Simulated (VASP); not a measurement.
# KI (Fm-3m) in VASP: further runs, part 3 of 3

VASP 6.6.1. Earlier steps stand in the parts before.

## Step 6: Relaxation of cell and atoms, PBE

This run uses another cell than the first one, of 44.09 Å³/atom.

INCAR reads:

```
SYSTEM = KI
ALGO = Normal ; EDIFF = 1E-7
EDIFFG = -0.005 ; ENCUT = 600
GGA = PE ; IBRION = 2
ISIF = 3 ; ISMEAR = -1
LASPH = .TRUE. ; LCHARG = .FALSE.
LREAL = .FALSE. ; LWAVE = .FALSE.
NELM = 60 ; NSW = 80
PREC = Accurate ; SIGMA = 0.02
```

KPOINTS reads:

```
k-points
0
G
  6 6 6
  0 0 0
```

POSCAR reads:

```
KI
1.0
    0.0000000000      3.5327750000      3.5327750000
    3.5327750000      0.0000000000      3.5327750000
    3.5327750000      3.5327750000      0.0000000000
K I
1 1
Direct
    0.0000000000      0.0000000000      0.0000000000
    0.5000000000      0.5000000000      0.5000000000
```

Potentials or basis: VASP PAW PBE potentials, release 64 (K_sv, I).

On the command line:

```
> cat potpaw_PBE.64/K_sv/POTCAR potpaw_PBE.64/I/POTCAR > POTCAR
> mpirun -np 1 vasp_std > vasp.out
```

OUTCAR:

```text
SYSTEM = KI
   EDIFF = 1E-7
   EDIFFG = -0.005
   ENCUT = 600
   GGA = PE
   IBRION = 2
   ISIF = 3
   ISMEAR = -1
   LASPH = .TRUE.
   LREAL = .FALSE.
   NELM = 60
   NSW = 80
   PREC = Accurate

 ion  position               nearest neighbor table
   1  0.000  0.000  0.000-   2 3.53   2 3.53   2 3.53   2 3.53   2 3.53   2 3.53
   2  0.500  0.500  0.500-   1 3.53   1 3.53   1 3.53   1 3.53   1 3.53   1 3.53

  LATTYP: Found a face centered cubic cell.
 ALAT       =     7.0655500000

  Lattice vectors:

 A1 = (   0.0000000000,   3.5327750000,   3.5327750000)
 A2 = (   3.5327750000,   0.0000000000,   3.5327750000)
 A3 = (   3.5327750000,   3.5327750000,   0.0000000000)

Analysis of symmetry for initial positions (statically):
=====================================================================
 Subroutine PRICEL returns:
 Original cell was already a primitive cell.

 Routine SETGRP: Setting up the symmetry group for a
 face centered cubic supercell.

[... 176 lines left out ...]
      9       3.5475      0.00000
     10       6.0811      0.00000
     11       6.0811      0.00000
     12       6.0811      0.00000
[... 330 lines left out ...]
--------------------------------------- Ionic step        4  -------------------------------------------

 number of electron      16.0000001 magnetization

 Free energy of the ion-electron system (eV)
  ---------------------------------------------------
  ext. energy  EPLUGINS =         0.00000000
  ---------------------------------------------------
  free energy    TOTEN  =        -5.56513239 eV

  energy without entropy =       -5.56513239  energy(sigma->0) =       -5.56513239

 E-fermi :  -0.2086     XC(G=0):  -6.9769

 val. band max:       -0.6744171509   @ k =   0.0000   0.0000   0.0000
 cond. band min:       3.1719386786   @ k =   0.0000   0.0000   0.0000
 fundamental gap:      3.8463558295
 Fermi energy:        -0.2085885428

 k-point     1 :       0.0000    0.0000    0.0000
  band No.  band energies     occupation
      1     -29.2714      2.00000
      2     -12.7531      2.00000
      3     -12.7531      2.00000
      4     -12.7531      2.00000
      5     -11.1027      2.00000
      6      -0.6744      2.00000
      7      -0.6744      2.00000
      8      -0.6744      2.00000
      9       3.1719      0.00000
     10       5.8378      0.00000
     11       5.8378      0.00000
     12       5.8378      0.00000
[... 252 lines left out ...]
  FREE ENERGIE OF THE ION-ELECTRON SYSTEM (eV)
  ---------------------------------------------------
  free  energy   TOTEN  =        -5.5651323888 eV

  energy  without entropy=       -5.5651323888  energy(sigma->0) =       -5.56513239

 reached required accuracy - stopping structural energy minimisation
```

Wall time 58 s (1 thread of AMD EPYC 7R13 (Zen 3), shared host); peak memory 0.22 GiB.

What came out:

```
Free energy                           : -5.5651 eV
Relaxed volume                        : 46.44 Å³/atom
Relaxed cell                          : a = 5.083 Å, b = 5.083 Å, c = 5.083 Å, α = 60.00°, β = 60.00°, γ = 60.00°
Space group after relaxing (to 0.1 Å) : Fm-3m (No. 225)
Energy gained by relaxing             : 4.3 meV/atom
Ionic steps                           : 4
Pressure after relaxing               : 0.0 GPa
Band gap on the k mesh                : 3.85 eV
```

The path:
| step | energy change (eV) | largest force (eV/Å) | pressure (GPa) | volume (Å³) |
| --- | --- | --- | --- | --- |
| 1 | 0.0000 | 0.0000 | 0.62 | 88.18 |
| 2 | -0.0063 | 0.0000 | 0.31 | 90.38 |
| 3 | -0.0085 | 0.0000 | -0.05 | 93.26 |
| 4 | -0.0086 | 0.0000 | 0.00 | 92.87 |

Final structure:
```xyz
2
Lattice="0.0000 3.5943 3.5943 3.5943 0.0000 3.5943 3.5943 3.5943 0.0000" Properties=species:S:1:pos:R:3 pbc="T T T"
K     0.0000    0.0000    0.0000
I     3.5943    3.5943    3.5943
```

Caveat: spin-orbit coupling is left out, which moves the levels of the heavy elements. Zero-point motion and thermal expansion aren't in these numbers.

## Step 7: The runs side by side

```csv
task,level,potentials or basis,cell,cutoff (eV),smearing,gap on the mesh (eV),pressure (GPa)
single point,LDA,"VASP PAW LDA potentials, release 64 (K_sv, I)","a = 5.013 Å, angles 60.0°, 2 atoms",520,gaussian 0.01 eV,3.59,-1.4
single point,PBE,"VASP PAW PBE potentials, release 64 (K_sv, I)","a = 5.074 Å, angles 60.0°, 2 atoms",520,fermi-dirac 0.02 eV,3.86,0.1
single point,r2SCAN,"VASP PAW PBE potentials, release 64 (K_sv, I)","a = 5.013 Å, angles 60.0°, 2 atoms",520,fermi-dirac 0.02 eV,4.58,0.0
single point,r2SCAN,"VASP PAW PBE potentials, release 64 (K_sv, I)","a = 5.013 Å, angles 60.0°, 2 atoms",520,gaussian 0.01 eV,4.58,0.0
relaxation of cell and atoms,PBE,"VASP PAW PBE potentials, release 64 (K_sv, I)","relaxed from a = 4.996 Å, angles 60.0°, 2 atoms",600,fermi-dirac 0.02 eV,3.85,0.0
```

Alike in all rows: no spin polarisation; k mesh 6 × 6 × 6.

Caveats: spin-orbit coupling is left out, which moves the levels of the heavy elements; the PAW data sets were made with another functional, which shifts forces and pressure a little (at least some runs).

Absolute energies hang on the potentials; compare differences alone.

## Step 8: Against experiment

Step 3. A measured gap of KI is 6.32 eV (a printed reference work, monograph); the calculated 3.86 eV misses it by -2.46 eV. Spin-orbit coupling on I is left out. The value is that of PBE, without temperature or zero-point motion. Semilocal functionals fall short of measured gaps as a rule.

Step 4. A measured gap of KI is 6.32 eV (a printed reference work, monograph); the calculated 4.58 eV misses it by -1.74 eV. Spin-orbit coupling on I is left out. The value is that of r2SCAN, without temperature or zero-point motion.

Step 5. Against the measured gap of KI, 6.32 eV (a printed reference work, monograph), the calculated 4.58 eV is off by -1.74 eV. Spin-orbit coupling on I is left out. The value is that of r2SCAN, without temperature or zero-point motion.
